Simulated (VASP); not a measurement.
Set up this calculation in VASP 6.6.1, as the native input.

* Task: single point
* Functional: LDA
* Potentials or basis: VASP PAW LDA potentials, release 64 (Al, N)
* Cutoff: 520 eV
* k mesh: 12 × 12 × 6
* Occupations: fermi-dirac, width 0.2 eV
* Spin: no spin polarisation
* Dipole correction: no
* Further INCAR settings: ALGO = Fast; EDIFF = 1e-06; NBANDS = 16

The structure of AlN lies in POSCAR:

```
AlN
1.0
    3.3121157418      0.0000000000      0.0000000000
   -1.6560578709      2.8683763727      0.0000000000
    0.0000000000      0.0000000000      4.1875630000
Al N
2 2
Direct
    0.3333333333      0.6666666667      0.7500000000
    0.6666666667      0.3333333333      0.2500000000
    0.3333333333      0.6666666667      0.2500000000
    0.6666666667      0.3333333333      0.7500000000
```

Measurements of this composition are mostly on another form, of space group No. 186.

One way to write it, as run:

INCAR

```
SYSTEM = AlN
PREC = Accurate
ENCUT = 520
EDIFF = 1E-6
ISMEAR = -1
SIGMA = 0.2
LREAL = .FALSE.
LASPH = .TRUE.
NELM = 100
ALGO = Fast
ISIF = 2
LWAVE = .FALSE.
LCHARG = .TRUE.
LELF = .TRUE.
LVHAR = .TRUE.
NBANDS = 16
```

KPOINTS

```
regular mesh
0
G
  12 12 6
  0 0 0
```

Potentials or basis: VASP PAW LDA potentials, release 64 (Al, N).

Command:

```console
$ cat potpaw_LDA.64/Al/POTCAR potpaw_LDA.64/N/POTCAR > POTCAR
$ mpirun -np 1 vasp_std > vasp.out
```

Results of the run:

```
Pressure               : -8.2 GPa
Band gap on the k mesh : 3.29 eV, direct
```

Wall time 27 s on 1 thread of Intel(R) Xeon(R) 6975P-C (Granite Rapids), with other jobs on the host, peak memory 0.16 GiB.
